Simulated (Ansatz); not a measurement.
# Na (P6_3/mmc) in Ansatz: notebook

One crystal, Na, is run at these levels: r2SCAN; tasks: single point, equation of state.

Program: Ansatz 0.2.0. These are calculated values, not measurements. Logs are shortened: lines on timing, memory, paths and dates and some standing lists are left out, and cuts for length are marked.

## (1) Starting point

Symmetry: P6_3/mmc, No. 194, hexagonal system. Conventional cell: a = 3.767 Å, b = 3.767 Å, c = 6.154 Å, α = 90.00°, β = 90.00°, γ = 120.00°. Around Na (site symmetry -6m2) lie 12 Na at 3.77 Å.

This isn't the form of Na at room conditions, which is bcc.

## (2) Single point, r2SCAN, 35.54 Å³/atom (volume scaled by 0.94)

File input.yaml:

```yaml
crystal:
  lattice:
    - [3.6901008715, 0.0, 0.0]
    - [-1.8450504358, 3.1957210973, 0.0]
    - [0.0, 0.0, 6.028372913]
  atoms:
    - { symbol: Na, position: [0.6666666667, 0.3333333333, 0.75] }
    - { symbol: Na, position: [0.3333333333, 0.6666666667, 0.25] }
hamiltonian:
  xc: r2scan
  pseudopotentials: { kind: paw }
kpoints:
  mp_grid: { grid: [8, 8, 5] }
scf:
  occupations: { method: fermi_dirac, width: 0.05 }
output:
  forces: true
  stress: true
  eigenvalues: true
```

Potentials or basis: Ansatz PAW.

The run is started by

```bash
> ansatz run input.yaml --threads 2 --pin off --max-ram 5632MiB --backend cpu --events-out ev --progress --plain --runs-dir out
```

Standard output:

```text
Warning: RAYON_NUM_THREADS=2 ignored (pool sized by the plan → 2); use --threads N
Engine: ansatz 0.2.0, aarch64-unknown-linux-gnu
Pseudopotentials: kind: paw
Pseudopotential: Na, paw, valence charge 9, recommended cutoff 500 eV (meta_gga), Na.paw.azcp
Functional definition: r2SCAN
  parameter k0 = 0.174
  parameter k1 = 0.065
  parameter a1 = 4.9479
  exchange = r2scan_x(k0 = k0, k1 = k1, a1 = a1)
  correlation = r2scan_c
Crystal: 2 atoms, lattice volume = 71.090 Å³
Basis set: ecut = 500 eV, 1785 PW (Γ), exchange–correlation on 108×108×180 points (64 copies of the dense FFT grid, shifted against one another)
Bands: 13, of which v1, the nominal top of the filled ones, is band 9 counted from 1 (8 counted from 0)
Symmetry: 24 space group operations
Space group: P63/mmc (ITA 194), of the structure as read, at distance tolerance 4.1e-5 Å
k-points: 30 of 320
Non-local potential: Na, projectors of the file, l = 0: 3, l = 1: 2, l = 2: 1
PAW form: soft (Blöchl's): semilocal exchange-correlation on the pseudo side does not see the compensation charge
PAW frozen core: Na, regenerated for the run's functional (the file was generated under x = pbe(κ = 0.804, μ = 0.2195149727645171), c = pbe(β = 0.06672455060314922))
PAW one-centre angular grid: Na, 302 points (default); XC on 339 of its mesh's 2595 points in the sphere
Initial density: superposition of atomic densities (neutral atoms: chi_scale 0, normalization atom), corrected by the library's trained network
Initial wavefunctions: pseudopotential atomic-orbital guess
Functional: x = r2scan, c = r2scan; τ floored in thin density (d = 2e-4 eV/Å³)
SCF iter   1: F=—  HF=-2977.229560 eV  |F-HF|=—  |Δ(HF+E_count)|=         —  Δρ=7.35e-3  dr2=1.71e-2  dr2_τ=2.52e-4  ethr=1.77e-3  ⟨swp⟩=4.6  Hψ=1999  notcnv=0
preconditioner: auto → none  [insulator: Δε(μ)=0.189 eV  Ē_g=5.357 eV  σ=0.050 eV  W_gap=0.57  n_scr=10 (ndim 8)  ℏωp=6.2 eV  f_vac=0.000  D(μ)=0.65/eV (n_scr^D=2)  ε∞_Penn≈2.4]
SCF iter   2: F=—  HF=-2977.220835 eV  |F-HF|=—  |Δ(HF+E_count)|=   8.73e-3  Δρ=1.53e-3  dr2=8.33e-4  dr2_τ=4.44e-4  ethr=9.48e-5  ⟨swp⟩=2.0  Hψ=1019  notcnv=0  defer=1
SCF iter   3: F=—  HF=-2977.221463 eV  |F-HF|=—  |Δ(HF+E_count)|=   6.28e-4  Δρ=4.29e-4  dr2=6.08e-5  dr2_τ=1.59e-5  ethr=4.63e-6  ⟨swp⟩=2.0  Hψ=659  notcnv=0  defer=1
SCF iter   4: F=—  HF=-2977.221569 eV  |F-HF|=—  |Δ(HF+E_count)|=   1.06e-4  Δρ=9.15e-6  dr2=8.13e-8  dr2_τ=6.83e-9  ethr=5.56e-10  ⟨swp⟩=4.7  Hψ=2179  notcnv=0
iter 5 did not close the SCF: its close was put off for the readings that it lacked (scf_convergence_deferred on its scf_iter line)
SCF iter   5: F=-2977.221569 eV  HF=-2977.221569 eV  |F-HF|=2.66e-9  |Δ(HF+E_count)|=   1.87e-7  Δρ=1.96e-6  dr2=8.77e-10  dr2_τ=5.57e-10  ethr=4.52e-10  ⟨swp⟩=2.0  Hψ=605  notcnv=0
SCF iter   6: F=-2977.221569 eV  HF=-2977.221569 eV  |F-HF|=1.27e-11  |Δ(HF+E_count)|=   3.27e-9  Δρ=2.07e-7  dr2=1.63e-11  dr2_τ=3.59e-12  ethr=4.87e-12  ⟨swp⟩=1.0  Hψ=1185  notcnv=0
SCF 1 converged in 6 iterations: F = -2977.221569 eV  dr2 = 1.63e-11
SCF converged after 6 iterations
Free energy (F): -2977.221569 eV
Harris-Foulkes:  -2977.221569 eV  (|F-HF|=1.27e-11)
Internal energy: -2977.215781 eV  (E = F + TS)
E sigma→0 (E₀):  -2977.218675 eV
Entropy (-TS):   -0.005788 eV (-2.894 meV/atom)
Fermi energy:    1.894152 eV
--- Per-component energies (eV) ---
  E_band       = -500.431777
  E_kinetic    = 240.497981
  E_local      = -2866.863824  (includes V_loc(G=0)·N_el)
  E_nonlocal   = 231.881875
  E_hartree    = 1048.988121
  E_xc         = -71.627083
  E_vxc        = -107.736731  (∫ρ·V_xc dr)
  E_paw        = -535.489382  (= ΣΔE_a)
  E_vpaw       = -105.844827  (= ΣTr[D̂ρ^β])
  E_aug_tail   = -0.000002  (compensation charges beyond the density's cutoff)
  E_vtau       = 9.657458  (kinetic-family band-sum trace: ∫τ·v_τ [+ j·A + Jᵃ·Aᵃ] dr)
  E_ewald      = -1024.550933
  E_core_change = -0.052535  (= ΣΔE_core)
  E_smearing   = -0.005788  (= −TS)
  E_closure    = -0.000000  (closes the sum)
  Σ components = -2977.221569   (vs F -2977.221569, Δ=0.00e0)
--- Forces (eV/Å), atoms counted from 1 ---
  atom   1  Na     0.00000000    -0.00000000     0.00000000
  atom   2  Na    -0.00000000     0.00000000     0.00000000
  max |Σ_I F_I| component: 1.45e-19 eV/Å
--- Stress (GPa, compression-positive) ---
        0.612242      -0.000000      -0.000000
        0.000000       0.612242      -0.000000
       -0.000000      -0.000000       0.331824
  P = ⅓ Tr σ = 0.5188 GPa (5.188 kbar)
--- Band table (eV; the first three rows and the last of 30) ---
  k-point 0: bands = ["-53.5374", "-53.5351", "-23.9717", "-23.9352", "-23.9352", "-23.9298", "-23.9296", "-23.9296", "-1.6498", "2.4425", "3.1632", "12.9508", "12.9508"]
  k-point 1: bands = ["-53.5371", "-53.5353", "-23.9677", "-23.9347", "-23.9347", "-23.9338", "-23.9301", "-23.9301", "-1.4669", "1.1979", "4.7186", "11.9513", "13.0780"]
  k-point 2: bands = ["-53.5366", "-53.5359", "-23.9573", "-23.9444", "-23.9333", "-23.9333", "-23.9315", "-23.9315", "-0.9218", "-0.0260", "6.8756", "9.3211", "13.4044"]
  k-point 29: bands = ["-53.5346", "-53.5345", "-23.9646", "-23.9633", "-23.9536", "-23.9503", "-23.9388", "-23.9374", "3.4537", "3.6662", "4.5186", "4.5456", "6.0475"]
```

It took 2.5 s on 2 threads of Arm Neoverse V1, shared host; peak memory 0.43 GiB.

Results:

```yaml
Free_energy: -2977.2216 eV
Pressure: 0.5 GPa
Band_gap_on_the_k_mesh: none (metal or under the smearing width)
```

Caveat: the PAW data sets come from PBE, with cores solved anew for the run's functional, which leaves a small shift of forces and pressure.

## (3) Single point, r2SCAN, 36.30 Å³/atom (volume scaled by 0.96)

Changes to input.yaml since step 2:

```diff
@@ -2,5 +2,5 @@
   lattice:
-    - [3.6901008715, 0.0, 0.0]
-    - [-1.8450504358, 3.1957210973, 0.0]
-    - [0.0, 0.0, 6.028372913]
+    - [3.7160883536, 0.0, 0.0]
+    - [-1.8580441768, 3.218226917, 0.0]
+    - [0.0, 0.0, 6.0708276422]
   atoms:
```

Potentials or basis: Ansatz PAW.

The run is started by

```bash
> ansatz run input.yaml --threads 2 --pin off --max-ram 5632MiB --backend cpu --events-out ev --progress --plain --runs-dir out
```

Run time: 2.6 s. Hardware: 2 threads of Arm Neoverse V1, shared host; peak memory 0.46 GiB.

The run converged. Its results:

```
Free energy            : -2977.2255 eV
Pressure               : 0.3 GPa
Band gap on the k mesh : none (metal or under the smearing width)
```

Caveat: the PAW data sets come from PBE, with cores solved anew for the run's functional, which leaves a small shift of forces and pressure.

## (4) Single point, r2SCAN, 37.06 Å³/atom (volume scaled by 0.98)

Changes to input.yaml since step 3:

```diff
@@ -2,5 +2,5 @@
   lattice:
-    - [3.7160883536, 0.0, 0.0]
-    - [-1.8580441768, 3.218226917, 0.0]
-    - [0.0, 0.0, 6.0708276422]
+    - [3.741717359, 0.0, 0.0]
+    - [-1.8708586795, 3.2404222867, 0.0]
+    - [0.0, 0.0, 6.1126967421]
   atoms:
```

The run is started by

```bash
> ansatz run input.yaml --threads 2 --pin off --max-ram 5632MiB --backend cpu --events-out ev --progress --plain --runs-dir out
```

Wall time 2.6 s (2 threads of Arm Neoverse V1, shared host); peak memory 0.47 GiB.

Results (log left out):

```
Free energy            : -2977.2278 eV
Pressure               : 0.2 GPa
Band gap on the k mesh : none (metal or under the smearing width)
```

Caveat: the PAW data sets come from PBE, with cores solved anew for the run's functional, which leaves a small shift of forces and pressure.

## (5) Single point, r2SCAN, 37.81 Å³/atom

Changes to input.yaml since step 4:

```diff
@@ -2,5 +2,5 @@
   lattice:
-    - [3.741717359, 0.0, 0.0]
-    - [-1.8708586795, 3.2404222867, 0.0]
-    - [0.0, 0.0, 6.1126967421]
+    - [3.767, 0.0, 0.0]
+    - [-1.8835, 3.2623176961, 0.0]
+    - [0.0, 0.0, 6.154]
   atoms:
```

The run is started by

```bash
> ansatz run input.yaml --threads 2 --pin off --max-ram 5632MiB --backend cpu --events-out ev --progress --plain --runs-dir out
```

Wall time 2.4 s (2 threads of Arm Neoverse V1, shared host); peak memory 0.47 GiB.

The run converged. Its results:

```yaml
Free_energy: -2977.2285 eV
Pressure: 0.0 GPa
Band_gap_on_the_k_mesh: none (metal or under the smearing width)
```

Caveat: the PAW data sets come from PBE, with cores solved anew for the run's functional, which leaves a small shift of forces and pressure.

## (6) Single point, r2SCAN, 38.57 Å³/atom (volume scaled by 1.02)

Changes to input.yaml since step 5:

```diff
@@ -2,5 +2,5 @@
   lattice:
-    - [3.767, 0.0, 0.0]
-    - [-1.8835, 3.2623176961, 0.0]
-    - [0.0, 0.0, 6.154]
+    - [3.7919477469, 0.0, 0.0]
+    - [-1.8959738735, 3.2839230787, 0.0]
+    - [0.0, 0.0, 6.1947561546]
   atoms:
```

Potentials or basis: Ansatz PAW.

The run is started by

```bash
> ansatz run input.yaml --threads 2 --pin off --max-ram 5632MiB --backend cpu --events-out ev --progress --plain --runs-dir out
```

It took 2.4 s on 2 threads of Arm Neoverse V1, shared host; peak memory 0.48 GiB.

It converged, with:

```
Free energy            : -2977.2277 eV
Pressure               : -0.2 GPa
Band gap on the k mesh : none (metal or under the smearing width)
```

Caveat: the PAW data sets come from PBE, with cores solved anew for the run's functional, which leaves a small shift of forces and pressure.

## (7) Single point, r2SCAN, 39.33 Å³/atom (volume scaled by 1.04)

Changes to input.yaml since step 6:

```diff
@@ -2,5 +2,5 @@
   lattice:
-    - [3.7919477469, 0.0, 0.0]
-    - [-1.8959738735, 3.2839230787, 0.0]
-    - [0.0, 0.0, 6.1947561546]
+    - [3.8165714742, 0.0, 0.0]
+    - [-1.9082857371, 3.3052478521, 0.0]
+    - [0.0, 0.0, 6.2349829711]
   atoms:
```

The run is started by

```bash
> ansatz run input.yaml --threads 2 --pin off --max-ram 5632MiB --backend cpu --events-out ev --progress --plain --runs-dir out
```

It took 2.7 s on 2 threads of Arm Neoverse V1, shared host; peak memory 0.48 GiB.

The run converged. Its results:

| Item | Value |
| --- | --- |
| Free energy | -2977.2256 eV |
| Pressure | -0.3 GPa |
| Band gap on the k mesh | none (metal or under the smearing width) |

Caveat: the PAW data sets come from PBE, with cores solved anew for the run's functional, which leaves a small shift of forces and pressure.

## (8) Single point, r2SCAN, 40.08 Å³/atom (volume scaled by 1.06)

Changes to input.yaml since step 7:

```diff
@@ -2,5 +2,5 @@
   lattice:
-    - [3.8165714742, 0.0, 0.0]
-    - [-1.9082857371, 3.3052478521, 0.0]
-    - [0.0, 0.0, 6.2349829711]
+    - [3.8408815021, 0.0, 0.0]
+    - [-1.920440751, 3.3263009538, 0.0]
+    - [0.0, 0.0, 6.2746973092]
   atoms:
```

The run is started by

```bash
> ansatz run input.yaml --threads 2 --pin off --max-ram 5632MiB --backend cpu --events-out ev --progress --plain --runs-dir out
```

It took 2.7 s on 2 threads of Arm Neoverse V1, shared host; peak memory 0.48 GiB.

It converged, with:

```
Free energy            : -2977.2224 eV
Pressure               : -0.4 GPa
Band gap on the k mesh : none (metal or under the smearing width)
```

Caveat: the PAW data sets come from PBE, with cores solved anew for the run's functional, which leaves a small shift of forces and pressure.

## (9) Equation of state, r2SCAN

Potentials or basis: Ansatz PAW.

No new run: the results of the series are fitted here.

Results:

```
Equilibrium volume                        : 37.78 Å³/atom
Bulk modulus at fixed shape and positions : 7.6 GPa
Pressure derivative of the bulk modulus   : 3.6
```

Energy against volume, from the lowest point:
```tsv
volume (Å³/atom)	energy (meV/atom)
35.545	3.45
36.301	1.46
37.057	0.34
37.814	0.00
38.570	0.38
39.326	1.42
40.083	3.05
```

Caveat: the cell was scaled at fixed shape and fractional positions, which overstates the stiffness of a crystal with free parameters, most of all of layers and chains; the PAW data sets were made with another functional, which shifts forces and pressure a little.
